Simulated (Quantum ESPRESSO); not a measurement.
# Al2Au (Fm-3m) in Quantum ESPRESSO: reference runs

Reference runs on Al2Au: the cell as given and a disturbed copy.

All numbers are computed with Quantum ESPRESSO 7.5; they aren't measurements. Logs are shortened: lines on timing, memory, paths and dates and some standing lists are left out, and cuts for length are marked.

## (1) The crystal as given

It takes space group Fm-3m (No. 225, cubic). The conventional cell has a = 6.000 Å, b = 6.000 Å, c = 6.000 Å, α = 90.00°, β = 90.00°, γ = 90.00°. Au (site symmetry m-3m) is surrounded by 8 Al at 2.60 Å. Al (site symmetry -43m) is surrounded by 4 Au at 2.60 Å.

## (2) Single point, PBE

File pw.in:

```
&CONTROL
  calculation = 'scf'
  prefix = 'pwscf'
  outdir = './tmp'
  pseudo_dir = './pseudo'
  tprnfor = .true.
  tstress = .true.
  disk_io = 'nowf'
/
&SYSTEM
  ibrav = 0
  nat = 3
  ntyp = 2
  ecutwfc = 60
  ecutrho = 440
  nbnd = 19
  occupations = 'smearing'
  smearing = 'fd'
  degauss = 0.00367493
/
&ELECTRONS
  conv_thr = 6d-10
  electron_maxstep = 120
  mixing_beta = 0.5
/
ATOMIC_SPECIES
Au   196.9666 Au_ONCV_PBE-1.0.oncvpsp.upf
Al    26.9815 Al.pbe-n-kjpaw_psl.1.0.0.UPF
CELL_PARAMETERS angstrom
   0.0000000000    3.0000000000    3.0000000000
   3.0000000000    0.0000000000    3.0000000000
   3.0000000000    3.0000000000    0.0000000000
ATOMIC_POSITIONS crystal
Au     0.0000000000    0.0000000000    0.0000000000
Al     0.7500000000    0.7500000000    0.7500000000
Al     0.2500000000    0.2500000000    0.2500000000
K_POINTS automatic
8 8 8 0 0 0
```

Potentials or basis: SSSP 1.3 efficiency PBE.

Command:

```
$ OMP_NUM_THREADS=1 pw.x -in pw.in > pw.out
```

pw.out:

```text
This program is part of the open-source Quantum ESPRESSO suite
     for quantum simulation of materials; please cite
         "P. Giannozzi et al., J. Phys.:Condens. Matter 21 395502 (2009);
         "P. Giannozzi et al., J. Phys.:Condens. Matter 29 465901 (2017);
         "P. Giannozzi et al., J. Chem. Phys. 152 154105 (2020);
     in publications or presentations arising from this work. More details at

     file Al.pbe-n-kjpaw_psl.1.0.0.UPF: wavefunction(s)  3S 3P renormalized
     Message from routine setup:
     using ibrav=0 with symmetry is DISCOURAGED, use correct ibrav instead

     G-vector sticks info
     --------------------
     sticks:   dense  smooth     PW     G-vecs:    dense   smooth      PW
     Sum        1945    1069    313                56905    22995    3719

     Using Slab Decomposition

     bravais-lattice index     =            0
     lattice parameter (alat)  =       8.0174  a.u.
     unit-cell volume          =     364.4101 (a.u.)^3
     number of atoms/cell      =            3
     number of atomic types    =            2
     number of electrons       =        25.00
     number of Kohn-Sham states=           19
     kinetic-energy cutoff     =      60.0000  Ry
     charge density cutoff     =     440.0000  Ry
     scf convergence threshold =      6.0E-10
     mixing beta               =       0.5000
     number of iterations used =            8  plain     mixing
     Exchange-correlation= SLA  PW   PBX  PBC
                           (   1   4   3   4   0   0   0)

     celldm(1)=   8.017429  celldm(2)=   0.000000  celldm(3)=   0.000000
     celldm(4)=   0.000000  celldm(5)=   0.000000  celldm(6)=   0.000000

     crystal axes: (cart. coord. in units of alat)
               a(1) = (   0.000000   0.707107   0.707107 )
               a(2) = (   0.707107   0.000000   0.707107 )
               a(3) = (   0.707107   0.707107   0.000000 )

     reciprocal axes: (cart. coord. in units 2 pi/alat)
               b(1) = ( -0.707107  0.707107  0.707107 )
               b(2) = (  0.707107 -0.707107  0.707107 )
               b(3) = (  0.707107  0.707107 -0.707107 )

     PseudoPot. # 1 for Au read from file:
     Au_ONCV_PBE-1.0.oncvpsp.upf
     Pseudo is Norm-conserving, Zval = 19.0
     Generated using ONCVPSP code by D. R. Hamann
     Using radial grid of 1278 points,  8 beta functions with:
                l(1) =   0
                l(2) =   0
                l(3) =   1
                l(4) =   1
                l(5) =   2
                l(6) =   2
                l(7) =   3
                l(8) =   3

     PseudoPot. # 2 for Al read from file:
     Al.pbe-n-kjpaw_psl.1.0.0.UPF
     Pseudo is Projector augmented-wave + core cor, Zval =  3.0
     Generated using "atomic" code by A. Dal Corso  v.5.1
     Shape of augmentation charge: PSQ
     Using radial grid of 1135 points,  6 beta functions with:
                l(1) =   0
                l(2) =   0
                l(3) =   1
                l(4) =   1
                l(5) =   2
                l(6) =   2
     Q(r) pseudized with 0 coefficients

     atomic species   valence    mass     pseudopotential
     Au               19.00   196.96660     Au( 1.00)
     Al                3.00    26.98150     Al( 1.00)

     48 Sym. Ops., with inversion, found

   Cartesian axes

     site n.     atom                  positions (alat units)
         1        Au     tau(   1) = (   0.0000000   0.0000000   0.0000000  )
         2        Al     tau(   2) = (   1.0606602   1.0606602   1.0606602  )
         3        Al     tau(   3) = (   0.3535534   0.3535534   0.3535534  )

     number of k points=    29  Fermi-Dirac smearing, width (Ry)=  0.0037
                       cart. coord. in units 2pi/alat
        k(    1) = (   0.0000000   0.0000000   0.0000000), wk =   0.0039062
        k(    2) = (   0.0883883   0.0883883  -0.0883883), wk =   0.0312500
        k(    3) = (   0.1767767   0.1767767  -0.1767767), wk =   0.0312500
        k(    4) = (   0.2651650   0.2651650  -0.2651650), wk =   0.0312500
        k(    5) = (  -0.3535534  -0.3535534   0.3535534), wk =   0.0156250
        k(    6) = (   0.1767767   0.0000000   0.0000000), wk =   0.0234375
[... 21 lines left out ...]
        k(   28) = (  -0.7071068   0.1767767  -0.0000000), wk =   0.0468750
        k(   29) = (  -0.7071068   0.3535534   0.0000000), wk =   0.0234375

     Dense  grid:    56905 G-vectors     FFT dimensions: (  54,  54,  54)

     Smooth grid:    22995 G-vectors     FFT dimensions: (  40,  40,  40)

     Initial potential from superposition of free atoms

     starting charge      24.9953, renormalised to      25.0000
     Starting wfcs are   18 randomized atomic wfcs +    1 random wfcs

     Self-consistent Calculation

     iteration #  1     ecut=    60.00 Ry     beta= 0.50
     Davidson diagonalization with overlap
     ethr =  1.00E-02,  avg # of iterations =  4.7

     Threshold (ethr) on eigenvalues was too large:
     Diagonalizing with lowered threshold

     Davidson diagonalization with overlap
     ethr =  1.38E-04,  avg # of iterations =  3.8

     total energy              =    -353.77167332 Ry
     estimated scf accuracy    <       0.03663422 Ry
[... 43 lines left out ...]
     iteration #  8     ecut=    60.00 Ry     beta= 0.50
     Davidson diagonalization with overlap
     ethr =  2.08E-11,  avg # of iterations =  2.0

     End of self-consistent calculation

          k = 0.0000 0.0000 0.0000 (  2837 PWs)   bands (ev):

   -96.0974 -47.3949 -47.3949 -47.3949   0.6798   4.6478   4.6478   4.6478
     5.6082   5.6082  13.4761  14.1935  14.1935  14.1935  15.1542  15.1542
    15.1542  16.9812  16.9812
[... 111 lines left out ...]
   -96.0974 -47.3958 -47.3955 -47.3952   3.8495   4.4496   4.6611   5.3527
     5.6603   5.7079   6.6277   7.8473   9.8675  13.0883  15.6161  17.2566
    18.9646  19.4431  21.4773

          k =-0.7071 0.0000 0.0000 (  2874 PWs)   bands (ev):

   -96.0974 -47.3960 -47.3953 -47.3953   3.9417   4.1516   4.9971   5.4636
     5.4636   5.9156   6.2221   9.1210   9.1210  12.5127  13.3410  18.8746
    21.0503  21.0503  21.6125

          k = 0.3536 0.1768 0.0000 (  2861 PWs)   bands (ev):
[... 31 lines left out ...]
   -96.0974 -47.3957 -47.3955 -47.3952   3.5621   4.2308   4.9522   5.2959
     5.4069   5.7115   7.3957   7.6342  10.0025  14.3754  15.5398  16.6997
    17.8802  18.7249  20.7071

          k =-0.7071 0.1768-0.0000 (  2862 PWs)   bands (ev):

   -96.0974 -47.3959 -47.3954 -47.3953   4.0028   4.3671   4.5763   5.4637
     5.6736   6.0779   6.1333   8.4132   9.0813  13.4596  14.2611  17.5213
    19.3952  20.6870  21.5443

          k =-0.7071 0.3536 0.0000 (  2872 PWs)   bands (ev):

   -96.0974 -47.3956 -47.3956 -47.3953   4.2029   4.2029   4.9227   4.9939
     5.4639   6.0463   7.2137   7.2137   9.0518  15.3687  15.3687  16.4552
    16.5550  20.4887  22.4823

     the Fermi energy is    11.2403 ev

!    total energy              =    -353.77376602 Ry
     estimated scf accuracy    <          2.4E-10 Ry
     smearing contrib. (-TS)   =      -0.00062431 Ry
     internal energy E=F+TS    =    -353.77314172 Ry

     The total energy is F=E-TS. E is the sum of the following terms:
     one-electron contribution =    -175.87896510 Ry
     hartree contribution      =      93.09324980 Ry
     xc contribution           =     -30.52618575 Ry
     ewald contribution        =    -171.11115502 Ry
     one-center paw contrib.   =     -69.35008564 Ry

     convergence has been achieved in   8 iterations

     Forces acting on atoms (cartesian axes, Ry/au):

     atom    1 type  1   force =     0.00000000    0.00000000    0.00000000
     atom    2 type  2   force =    -0.00000000   -0.00000000   -0.00000000
     atom    3 type  2   force =    -0.00000000    0.00000000    0.00000000

     Total force =     0.000000     Total SCF correction =     0.000000

     Computing stress (Cartesian axis) and pressure

          total   stress  (Ry/bohr**3)                   (kbar)     P=       30.98
   0.00021059  -0.00000000   0.00000000           30.98       -0.00        0.00
  -0.00000000   0.00021059  -0.00000000           -0.00       30.98       -0.00
   0.00000000   0.00000000   0.00021059            0.00        0.00       30.98

=------------------------------------------------------------------------------=
   JOB DONE.
=------------------------------------------------------------------------------=
```

Wall time 29 s (1 thread of Arm Neoverse V2, shared host); peak memory 0.29 GiB.

What came out:

```yaml
Free_energy: -4813.3373 eV
Pressure: 3.1 GPa
Band_gap_on_the_k_mesh: none (metal or under the smearing width)
```

Levels at points of the mesh, in eV from the Fermi level:
```
             k point  band 9  band 10  band 11  band 12  band 13  band 14  band 15  band 16  band 17  band 18
  (0.00, 0.00, 0.00)   -5.63    -5.63     2.24     2.95     2.95     2.95     3.91     3.91     3.91     5.74
 (0.00, 0.00, -0.50)   -5.51    -5.51    -5.44     0.35     0.35     3.29     3.60     3.82     3.82     8.84
(0.00, -0.50, -0.50)   -5.78    -5.32    -5.02    -2.12    -2.12     1.27     2.10     7.63     9.81     9.81
```

Spin-orbit coupling is left out, which matters for the levels of Au.

## (3) Single point, PBE (atoms moved at random, drawn with an rms of 0.05 Å)

Changes to pw.in since step 2:

```diff
@@ -33,5 +33,5 @@
 ATOMIC_POSITIONS crystal
-Au     0.0000000000    0.0000000000    0.0000000000
-Al     0.7500000000    0.7500000000    0.7500000000
-Al     0.2500000000    0.2500000000    0.2500000000
+Au    -0.0093480000   -0.0091520000    0.0113400000
+Al     0.7310250000    0.7567500000    0.7631390000
+Al     0.2417210000    0.2516200000    0.2599490000
 K_POINTS automatic
```

Potentials or basis: SSSP 1.3 efficiency PBE.

Command:

```
$ OMP_NUM_THREADS=1 pw.x -in pw.in > pw.out
```

pw.out:

```text
This program is part of the open-source Quantum ESPRESSO suite
     for quantum simulation of materials; please cite
         "P. Giannozzi et al., J. Phys.:Condens. Matter 21 395502 (2009);
         "P. Giannozzi et al., J. Phys.:Condens. Matter 29 465901 (2017);
         "P. Giannozzi et al., J. Chem. Phys. 152 154105 (2020);
     in publications or presentations arising from this work. More details at

     file Al.pbe-n-kjpaw_psl.1.0.0.UPF: wavefunction(s)  3S 3P renormalized

     G-vector sticks info
     --------------------
     sticks:   dense  smooth     PW     G-vecs:    dense   smooth      PW
     Sum        1945    1069    313                56905    22995    3719

     Using Slab Decomposition

     bravais-lattice index     =            0
     lattice parameter (alat)  =       8.0174  a.u.
     unit-cell volume          =     364.4101 (a.u.)^3
     number of atoms/cell      =            3
     number of atomic types    =            2
     number of electrons       =        25.00
     number of Kohn-Sham states=           19
     kinetic-energy cutoff     =      60.0000  Ry
[... 134 lines left out ...]

     End of self-consistent calculation

     Number of k-points >= 100: set verbosity='high' to print the bands.

     the Fermi energy is    11.2437 ev

!    total energy              =    -353.77283612 Ry
     estimated scf accuracy    <          3.0E-10 Ry
     smearing contrib. (-TS)   =      -0.00058728 Ry
     internal energy E=F+TS    =    -353.77224885 Ry

     The total energy is F=E-TS. E is the sum of the following terms:
     one-electron contribution =    -175.89973484 Ry
     hartree contribution      =      93.10255904 Ry
     xc contribution           =     -30.52724902 Ry
     ewald contribution        =    -171.09743079 Ry
     one-center paw contrib.   =     -69.35039325 Ry

     convergence has been achieved in   8 iterations

     Forces acting on atoms (cartesian axes, Ry/au):

     atom    1 type  1   force =     0.01311771   -0.00404930    0.00822675
     atom    2 type  2   force =    -0.00957344    0.00429695   -0.00164008
     atom    3 type  2   force =    -0.00354427   -0.00024765   -0.00658667

     Total force =     0.020615     Total SCF correction =     0.000001

     Computing stress (Cartesian axis) and pressure

          total   stress  (Ry/bohr**3)                   (kbar)     P=       32.36
   0.00021744  -0.00002758  -0.00002634           31.99       -4.06       -3.87
  -0.00002758   0.00022223   0.00003441           -4.06       32.69        5.06
  -0.00002634   0.00003441   0.00022030           -3.87        5.06       32.41

=------------------------------------------------------------------------------=
   JOB DONE.
=------------------------------------------------------------------------------=
```

It took 3.2 min on 1 thread of Arm Neoverse V2, shared host; peak memory 0.48 GiB.

What came out:

* Free energy: -4813.3246 eV
* Pressure: 3.2 GPa
* Largest force: 0.411 eV/Å
* Band gap on the k mesh: none (metal or under the smearing width)

Forces in eV/Å, atoms in the order of the input:
```
Au   0.337 -0.104  0.212
Al  -0.246  0.110 -0.042
Al  -0.091 -0.006 -0.169
```

Stress tensor (GPa, compression positive):
```
 3.20 -0.41 -0.39
-0.41  3.27  0.51
-0.39  0.51  3.24
```
